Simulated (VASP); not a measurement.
# TePb (Pm-3m) in VASP: settings compared

One crystal, TePb, is run at these levels: PBE, r2SCAN0; tasks: single point.

Everything below comes from runs of VASP 6.6.1. Logs are shortened: lines on timing, memory, paths and dates and some standing lists are left out, and cuts for length are marked.

## Step 1: The crystal as given

It takes space group Pm-3m (No. 221, cubic). The conventional cell has a = 4.002 Å, b = 4.002 Å, c = 4.002 Å, α = 90.00°, β = 90.00°, γ = 90.00°. Pb (site symmetry m-3m) is surrounded by 8 Te at 3.47 Å. Around Te (site symmetry m-3m) lie 8 Pb at 3.47 Å.

Measurements of this composition are mostly on another form, of space group No. 225.

## Step 2: Single point, PBE

Contents of INCAR:

```
SYSTEM = TePb
PREC = Accurate
ENCUT = 450
EDIFF = 1E-6
ISMEAR = 0
SIGMA = 0.02
LREAL = .False.
LASPH = .True.
NELM = 100
ALGO = Normal
ISIF = 2
LWAVE = .False.
LCHARG = .False.
GGA = PE
```

Contents of KPOINTS:

```
regular mesh
0
Gamma
  3 3 3
  0 0 0
```

Contents of POSCAR:

```
TePb
1.0
    4.0022870000      0.0000000000      0.0000000000
    0.0000000000      4.0022870000      0.0000000000
    0.0000000000      0.0000000000      4.0022870000
Pb Te
1 1
Direct
    0.0000000000      0.0000000000      0.0000000000
    0.5000000000      0.5000000000      0.5000000000
```

Potentials or basis: VASP PAW PBE potentials, release 64 (Pb_d_GW, Te_GW).

Command:

```bash
cat potpaw_PBE.64/Pb_d_GW/POTCAR potpaw_PBE.64/Te_GW/POTCAR > POTCAR
mpirun -np 1 vasp_std > vasp.out
```

OUTCAR:

```text
SYSTEM = TePb
   PREC = Accurate
   ENCUT = 450
   EDIFF = 1E-6
   ISMEAR = 0
   LREAL = .False.
   LASPH = .True.
   NELM = 100
   ISIF = 2
   GGA = PE

 ion  position               nearest neighbor table
   1  0.000  0.000  0.000-
   2  0.500  0.500  0.500-

  LATTYP: Found a simple cubic cell.
 ALAT       =     4.0022870000

  Lattice vectors:

 A1 = (   4.0022870000,   0.0000000000,   0.0000000000)
 A2 = (   0.0000000000,   4.0022870000,   0.0000000000)
 A3 = (   0.0000000000,   0.0000000000,   4.0022870000)

Analysis of symmetry for initial positions (statically):
=====================================================================
 Subroutine PRICEL returns:
 Original cell was already a primitive cell.

 Routine SETGRP: Setting up the symmetry group for a
 simple cubic supercell.

 Subroutine GETGRP returns: Found 48 space group operations
 (whereof 48 operations were pure point group operations)
 out of a pool of 48 trial point group operations.

The static configuration has the point symmetry O_h .

Analysis of symmetry for dynamics (positions and initial velocities):
=====================================================================
 Subroutine PRICEL returns:
 Original cell was already a primitive cell.

 Routine SETGRP: Setting up the symmetry group for a
 simple cubic supercell.

 Subroutine GETGRP returns: Found 48 space group operations
 (whereof 48 operations were pure point group operations)
 out of a pool of 48 trial point group operations.

The dynamic configuration has the point symmetry O_h .

 Subroutine INISYM returns: Found 48 space group operations
 (whereof 48 operations are pure point group operations),
 and found     1 'primitive' translations

----------------------------------------------------------------------------------------

                                     Primitive cell

  volume of cell :      64.1098

  direct lattice vectors                    reciprocal lattice vectors
     4.002287000  0.000000000  0.000000000     0.249857144  0.000000000  0.000000000
     0.000000000  4.002287000  0.000000000     0.000000000  0.249857144  0.000000000
     0.000000000  0.000000000  4.002287000     0.000000000  0.000000000  0.249857144

  length of vectors
     4.002287000  4.002287000  4.002287000     0.249857144  0.249857144  0.249857144

  position of ions in fractional coordinates (direct lattice)
     0.000000000  0.000000000  0.000000000
     0.500000000  0.500000000  0.500000000

  ion indices of the primitive-cell ions
   primitive index   ion index
                 1           1
                 2           2

----------------------------------------------------------------------------------------

 KPOINTS: regular mesh

Automatic generation of k-mesh.
 Grid dimensions read from file:
 generate k-points for:    3    3    3

 Generating k-lattice:

  Cartesian coordinates                     Fractional coordinates (reciprocal lattice)
     0.083285715  0.000000000  0.000000000     0.333333333  0.000000000  0.000000000
     0.000000000  0.083285715  0.000000000     0.000000000  0.333333333  0.000000000
     0.000000000  0.000000000  0.083285715     0.000000000  0.000000000  0.333333333

  Length of vectors
     0.083285715  0.083285715  0.083285715

  Shift w.r.t. Gamma in fractional coordinates (k-lattice)
     0.000000000  0.000000000  0.000000000

 Subroutine IBZKPT returns following result:
 ===========================================

 Found      4 irreducible k-points:

 Following reciprocal coordinates:
            Coordinates               Weight
  0.000000  0.000000  0.000000      1.000000
  0.333333  0.000000  0.000000      6.000000
  0.333333  0.333333  0.000000     12.000000
  0.333333  0.333333  0.333333      8.000000
   k-points           NKPTS =      4   k-points in BZ     NKDIM =      4   number of bands    NBANDS=     15
   number of dos      NEDOS =    301   number of ions     NIONS =      2
   total plane-waves  NPLWV =  21952
   dimension x,y,z NGX =    28 NGY =   28 NGZ =   28
   dimension x,y,z NGXF=    56 NGYF=   56 NGZF=   56
   ions per type =               1   1
   NGX,Y,Z   is equivalent  to a cutoff of  11.63, 11.63, 11.63 a.u.
   NGXF,Y,Z  is equivalent  to a cutoff of  23.26, 23.26, 23.26 a.u.
 SYSTEM =  TePb
   PREC   = accura    normal or accurate (medium, high low for compatibility)
   ISTART =      0    job   : 0-new  1-cont  2-samecut
   ICHARG =      2    charge: 1-file 2-atom 10-const
   ISPIN  =      1    spin polarized calculation?
   LNONCOLLINEAR =      F non collinear calculations
   LSORBIT =      F    spin-orbit coupling
   LASPH  =      T    aspherical Exc in radial PAW
   ENCUT  =  450.0 eV  33.07 Ry    5.75 a.u.   6.92  6.92  6.92*2*pi/ulx,y,z
   NELM   =    100;   NELMIN=  2; NELMDL= -5     # of ELM steps
   EDIFF  = 0.1E-05   stopping-criterion for ELM
   LREAL  =      F    real-space projection
   EDIFFG = 0.1E-04   stopping-criterion for IOM
   NSW    =      0    number of steps for IOM
   IBRION =     -1    ionic relax: 0-MD 1-quasi-New 2-CG
   NFREE  =      0    steps in history (QN), initial steepest desc. (CG)
   ISIF   =      2    stress and relaxation
   ISYM   =      2    0-nonsym 1-usesym 2-fastsym
   POTIM  = 0.5000    time-step for ionic-motion
   TEBEG  =    0.0;   TEEND  =   0.0 temperature during run
   PSTRESS=    0.0 pullay stress
   NELECT =      22.0000    total number of electrons
   NUPDOWN=      -1.0000    fix difference up-down
   EMIN   =  10.00;   EMAX   =-10.00  energy-range for DOS
   EFERMI =   0.00;   METHOD = LEGACY
   ISMEAR =     0;   SIGMA  =   0.02  broadening in eV -4-tet -1-fermi 0-gaus
   EFERMI_NEDOS =   21; number of points for ismear=-14 and -15
   IALGO  =     38    algorithm
   IMIX   =      4    mixing-type and parameters
     AMIX     =   0.40;   BMIX     =  1.00
     AMIX_MAG =   1.60;   BMIX_MAG =  1.00
  volume/ion in A,a.u.               =      32.05       216.32
  Fermi-wavevector in a.u.,A,eV,Ry     =   1.146148  2.165906 17.873375  1.313656
  Thomas-Fermi vector in A             =   2.282834
   LORBIT       =      0    0 simple, 1 ext, 2 COOP (PROOUT), +10 PAW based schemes
   GGA     = PE    functional components
   LHFCALC =     F    Hartree Fock is set to
   AEXX    =    0.0000 exact exchange contribution
   IVDW    =     0    specifies the selected vdW correction
   LEPSILON=     F    determine dielectric tensor
   LRPA    =     F    only Hartree local field effects (RPA)
 non-spin polarized calculation
 Gauss-broadening in eV      SIGMA  =   0.02
  energy-cutoff  :      450.00
  volume of cell :       64.11
 maximum number of plane-waves:      1409
 NGX is ok and might be reduce to    28
   NGX = 13   NGY = 13   NGZ = 13

 number of electron      22.0000011 magnetization

 Free energy of the ion-electron system (eV)
  ---------------------------------------------------
  ext. energy  EPLUGINS =         0.00000000
  ---------------------------------------------------
  free energy    TOTEN  =        -6.93505045 eV

  energy without entropy =       -6.93505045  energy(sigma->0) =       -6.93505045

 E-fermi :   4.8213     XC(G=0):  -9.7230

 val. band max:        4.6715434991   @ k =   0.3333   0.3333   0.0000
 cond. band min:       5.4522154675   @ k =   0.3333   0.3333   0.3333
 fundamental gap:      0.7806719684
 Fermi energy:         4.8212637899

 k-point     1 :       0.0000    0.0000    0.0000
  band No.  band energies     occupation
      1    -135.1503      2.00000
      2     -12.4713      2.00000
      3     -12.4713      2.00000
      4     -12.3846      2.00000
      5     -12.3846      2.00000
      6     -12.3846      2.00000
      7      -7.3904      2.00000
      8      -2.0521      2.00000
      9       3.1957      2.00000
     10       3.1957      2.00000
     11       3.1957      2.00000
     12       8.7778      0.00000
     13       8.7778      0.00000
     14       9.9606      0.00000
     15       9.9606      0.00000

 k-point     2 :       0.3333    0.0000    0.0000
  band No.  band energies     occupation
      1    -135.1507      2.00000
      2     -12.4687      2.00000
      3     -12.4196      2.00000
      4     -12.4035      2.00000
      5     -12.4035      2.00000
      6     -12.3832      2.00000
      7      -6.5537      2.00000
      8      -3.5905      2.00000
      9       3.3050      2.00000
     10       4.1062      2.00000
     11       4.1062      2.00000
     12       6.2715      0.00000
     13       7.8715      0.00000
     14       7.8715      0.00000
     15       9.5582      0.00000

 k-point     3 :       0.3333    0.3333    0.0000
  band No.  band energies     occupation
      1    -135.1506      2.00000
      2     -12.4427      2.00000
      3     -12.4337      2.00000
      4     -12.4009      2.00000
      5     -12.3995      2.00000
      6     -12.3892      2.00000
      7      -5.8501      2.00000
      8      -3.4876      2.00000
      9       0.8701      2.00000
     10       2.4744      2.00000
     11       4.6715      2.00000
     12       6.7627      0.00000
     13       7.9037      0.00000
     14       8.7466      0.00000
     15      11.4841      0.00000

 k-point     4 :       0.3333    0.3333    0.3333
  band No.  band energies     occupation
      1    -135.1510      2.00000
      2     -12.4288      2.00000
      3     -12.4229      2.00000
      4     -12.4229      2.00000
      5     -12.3875      2.00000
      6     -12.3875      2.00000
      7      -5.3453      2.00000
      8      -3.1312      2.00000
      9       1.9299      2.00000
     10       1.9299      2.00000
     11       2.1776      2.00000
     12       5.4522      0.00000
     13       5.4522      0.00000
     14       7.4604      0.00000
     15      13.4658      0.00000

------------------------ aborting loop because EDIFF is reached ----------------------------------------

  FORCE on cell =-STRESS in cart. coord.  units (eV):
  Direction    XX          YY          ZZ          XY          YZ          ZX
  --------------------------------------------------------------------------------------
  -------------------------------------------------------------------------------------
  Total        0.1896231      0.1896231      0.1896231      0.0000000      0.0000000      0.0000000
  in kB        4.7388966      4.7388966      4.7388966      0.0000000      0.0000000      0.0000000
  external PRESSURE =       4.7388966 kB  Pullay stress =       0.0000000 kB

 VOLUME and BASIS-vectors are now :
 -----------------------------------------------------------------------------
  energy-cutoff  :      450.00
  volume of cell :       64.11
      direct lattice vectors                 reciprocal lattice vectors
     4.002287000  0.000000000  0.000000000     0.249857144  0.000000000  0.000000000
     0.000000000  4.002287000  0.000000000     0.000000000  0.249857144  0.000000000
     0.000000000  0.000000000  4.002287000     0.000000000  0.000000000  0.249857144

 POSITION                                       TOTAL-FORCE (eV/Angst)
 -----------------------------------------------------------------------------------
      0.00000      0.00000      0.00000         0.000000      0.000000      0.000000
      2.00114      2.00114      2.00114         0.000000      0.000000      0.000000
 -----------------------------------------------------------------------------------
    total drift:                               -0.000000      0.000000     -0.000000

  FREE ENERGIE OF THE ION-ELECTRON SYSTEM (eV)
  ---------------------------------------------------
  free  energy   TOTEN  =        -6.9350504495 eV

  energy  without entropy=       -6.9350504495  energy(sigma->0) =       -6.93505045
```

Wall time 8.5 s (1 thread of Intel Xeon Platinum 8259CL at 2.50GHz (Skylake/Cascade Lake), shared host); peak memory 0.16 GiB.

Results:

```
Free energy            : -6.9351 eV
Pressure               : 0.5 GPa
Band gap on the k mesh : 0.78 eV, indirect (least direct gap 2.09 eV)
```

Caveat: the k mesh is coarse (spacing up to 0.52 Å⁻¹), so the values aren't converged; spin-orbit coupling is left out, which as a rule narrows the gap of such compounds by several tenths of an eV; an odd mesh through Γ misses points on the zone boundary, where band edges often lie.

## Step 3: Single point, r2SCAN0 (supercell [3, 3, 2], atoms moved at random, drawn with an rms of 0.05 Å)

Contents of POSCAR:

```
TePb
1.0
   12.0068610000      0.0000000000      0.0000000000
    0.0000000000     12.0068610000      0.0000000000
    0.0000000000      0.0000000000      8.0045740000
Pb Te
18 18
Direct
    0.0008630000      0.0020530000      0.0012380000
   -0.0032560000      0.0022620000      0.5016730000
   -0.0013420000      0.3347850000      0.0013660000
    0.0007350000      0.3334040000      0.5020490000
   -0.0018400000      0.6662600000     -0.0018070000
    0.0014960000      0.6667660000      0.4989040000
    0.3313800000     -0.0006430000      0.0000310000
    0.3326450000      0.0032330000      0.5037730000
    0.3265590000      0.3286130000     -0.0006550000
    0.3322780000      0.3338670000      0.5008140000
    0.3386250000      0.6638880000     -0.0014150000
    0.3384370000      0.6682830000      0.5024850000
    0.6653820000     -0.0041180000      0.0006280000
    0.6669390000     -0.0030670000      0.4974390000
    0.6664870000      0.3309730000     -0.0003680000
    0.6669050000      0.3334220000      0.4981020000
    0.6681500000      0.6688930000      0.0012020000
    0.6646220000      0.6684950000      0.4981210000
    0.1688630000      0.1639890000      0.2534270000
    0.1666170000      0.1635470000      0.7488240000
    0.1668020000      0.5006820000      0.2463190000
    0.1639000000      0.5004990000      0.7482510000
    0.1672550000      0.8352310000      0.2438210000
    0.1673020000      0.8363930000      0.7488850000
    0.4979740000      0.1685460000      0.2509500000
    0.5022380000      0.1658040000      0.7444460000
    0.4997250000      0.4988860000      0.2529060000
    0.5004840000      0.4959250000      0.7455210000
    0.5022080000      0.8350320000      0.2476000000
    0.4999970000      0.8344470000      0.7517560000
    0.8355230000      0.1673080000      0.2496450000
    0.8326870000      0.1693050000      0.7415640000
    0.8329870000      0.5000820000      0.2446580000
    0.8341650000      0.4983730000      0.7532320000
    0.8330200000      0.8350050000      0.2545680000
    0.8342900000      0.8311450000      0.7443250000
```

Contents of INCAR.step1:

```
  PREC = Accurate
  ENCUT = 450
  EDIFF = 1E-5
  ISMEAR = 0
  SIGMA = 0.05
  LREAL = Auto
  LASPH = True
  NELM = 60
  ALGO = Normal
  ISIF = 2
  LWAVE = True
  LCHARG = False
  NSIM = 16
  GGA = PE
  LUSENCCL = False
```

Contents of INCAR.step2:

```
  PREC = Accurate
  ENCUT = 450
  EDIFF = 1E-5
  ISMEAR = 0
  SIGMA = 0.05
  LREAL = Auto
  LASPH = True
  NELM = 60
  ALGO = Normal
  ISIF = 2
  LWAVE = False
  LCHARG = False
  METAGGA = R2SCAN
  LHFCALC = True
  AEXX = 0.25
  LMIXTAU = True
  PRECFOCK = Normal
  NSIM = 16
  ISTART = 1
  LUSENCCL = False
```

Contents of KPOINTS:

```
regular mesh
0
Gamma
  1 1 1
```

Potentials or basis: VASP PAW PBE potentials, release 64 (Pb_d, Te).

Command:

```bash
cat potpaw_PBE.64/Pb_d/POTCAR potpaw_PBE.64/Te/POTCAR > POTCAR
cp INCAR.step1 INCAR
mpirun -np 1 vasp_gam > vasp.out
cp INCAR.step2 INCAR
mpirun -np 1 vasp_gam > vasp.out
```

OUTCAR:

```text
PREC = Accurate
   ENCUT = 450
   EDIFF = 1E-5
   ISMEAR = 0
   LREAL = Auto
   LASPH = True
   NELM = 60
   ISIF = 2
   METAGGA = R2SCAN
   LHFCALC = True
   AEXX = 0.25
   PRECFOCK = Normal
   ISTART = 1

 ion  position               nearest neighbor table
   1  0.001  0.002  0.001-  23 3.43  20 3.44  31 3.44  19 3.45  24 3.47  35 3.49  32 3.53  36 3.53
                             7 3.97   3 4.00   2 4.00   2 4.01  13 4.03   5 4.03
   2  0.997  0.002  0.502-  32 3.40  31 3.43  36 3.43  35 3.44  20 3.44  19 3.46  24 3.48  23 3.53
                            14 3.96   4 3.98   1 4.00   1 4.01   6 4.03   8 4.03
[... 516 lines left out ...]
  in kB      -49.8865178    -47.7556178     40.9583249      0.0184151      0.0863949     -0.1836653
  external PRESSURE =     -18.8946036 kB  Pullay stress =       0.0000000 kB

 VOLUME and BASIS-vectors are now :
 -----------------------------------------------------------------------------
  energy-cutoff  :      450.00
  volume of cell :     1153.98
      direct lattice vectors                 reciprocal lattice vectors
    12.006861000  0.000000000  0.000000000     0.083285715  0.000000000  0.000000000
     0.000000000 12.006861000  0.000000000     0.000000000  0.083285715  0.000000000
     0.000000000  0.000000000  8.004574000     0.000000000  0.000000000  0.124928572

 POSITION                                       TOTAL-FORCE (eV/Angst)
 -----------------------------------------------------------------------------------
      0.01036      0.02465      0.00991         0.009294      0.001174      0.111854
     11.96777      0.02716      4.01568         0.012154      0.024833      0.134115
     11.99075      4.01972      0.01093         0.032389     -0.022827      0.092834
      0.00883      4.00314      4.01869         0.009918     -0.034059      0.045395
     11.98477      7.99969      7.99011        -0.045875      0.005801     -0.069170
      0.01796      8.00577      3.99351        -0.038895     -0.020473     -0.056344
[... 28 lines left out ...]
     10.00196     10.02579      2.03771         0.001346     -0.020228     -0.008224
     10.01720      9.97944      5.95800         0.013640     -0.038423      0.412643
 -----------------------------------------------------------------------------------
    total drift:                                0.009349      0.010449     -0.007274

  FREE ENERGIE OF THE ION-ELECTRON SYSTEM (eV)
  ---------------------------------------------------
  free  energy   TOTEN  =     -1186.6017974270 eV

  energy  without entropy=    -1186.6017974270  energy(sigma->0) =    -1186.60179743
```

OUTCAR.step1:

```text
PREC = Accurate
   ENCUT = 450
   EDIFF = 1E-5
   ISMEAR = 0
   LREAL = Auto
   LASPH = True
   NELM = 60
[... 534 lines left out ...]
     11.98477      7.99969      7.99011         0.022384      0.058465     -0.015644
      0.01796      8.00577      3.99351         0.021475     -0.022781     -0.042098
[... 28 lines left out ...]
     10.00196     10.02579      2.03771         0.075814     -0.030950     -0.092382
     10.01720      9.97944      5.95800         0.030053      0.015642      0.237821
 -----------------------------------------------------------------------------------
    total drift:                                0.011167      0.013303      0.002852

  FREE ENERGIE OF THE ION-ELECTRON SYSTEM (eV)
  ---------------------------------------------------
  free  energy   TOTEN  =      -120.2972670756 eV

  energy  without entropy=     -120.2113032327  energy(sigma->0) =     -120.25428515
```

Wall time 41 min (1 × NVIDIA H100 80GB with 1 thread of AMD EPYC 7R13 (Zen 3), shared host); peak memory 3.1 GiB.

The run converged, but some of its settings lie outside the range that counts as converged, so its numbers aren't taken as properties of the crystal.

Results:

```yaml
Free_energy: -1186.6018 eV
Pressure: -1.9 GPa
Largest_force: 1.107 eV/Å
Band_gap_on_the_k_mesh: 0.93 eV
```

Caveat: the k mesh is coarse (spacing up to 0.78 Å⁻¹), so the values aren't converged, least of all with exact exchange; the PAW data sets were made with another functional, which shifts forces and pressure a little; spin-orbit coupling is left out, which as a rule narrows the gap of such compounds by several tenths of an eV; an odd mesh through Γ misses points on the zone boundary, where band edges often lie.
